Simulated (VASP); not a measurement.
A run of VASP 6.6.1 is set up as follows.

File INCAR:

```
SYSTEM = Pt
PREC = Accurate ; ENCUT = 520
EDIFF = 1E-6 ; ISMEAR = -1
SIGMA = 0.1 ; LREAL = .False.
LASPH = .True. ; NELM = 100
ALGO = Normal ; ISIF = 2
LWAVE = .False. ; LCHARG = .True.
GGA = PE ; LELF = .True.
LVHAR = .True. ; NBANDS = 11
```

Contents of KPOINTS:

```
regular mesh
0
Gamma
  7 7 7
  0 0 0
```

POSCAR

```
Pt
1.0
   -1.5824832640      1.5824832640      1.5824832640
    1.5824832640     -1.5824832640      1.5824832640
    1.5824832640      1.5824832640     -1.5824832640
Pt
1
Direct
    0.0000000000      0.0000000000      0.0000000000
```

Potentials or basis: VASP PAW PBE potentials, release 64 (Pt).

Run with:

```bash
$ cat potpaw_PBE.64/Pt/POTCAR > POTCAR
$ mpirun -np 1 vasp_std > vasp.out
```

(1) Estimate the pressure.

(2) Estimate the band gap on the k mesh.

Answers

(1) -1.6 GPa.

(2) none (metal or under the smearing width).

Caveat: the k mesh is coarse (spacing up to 0.40 Å⁻¹), so the values aren't converged.
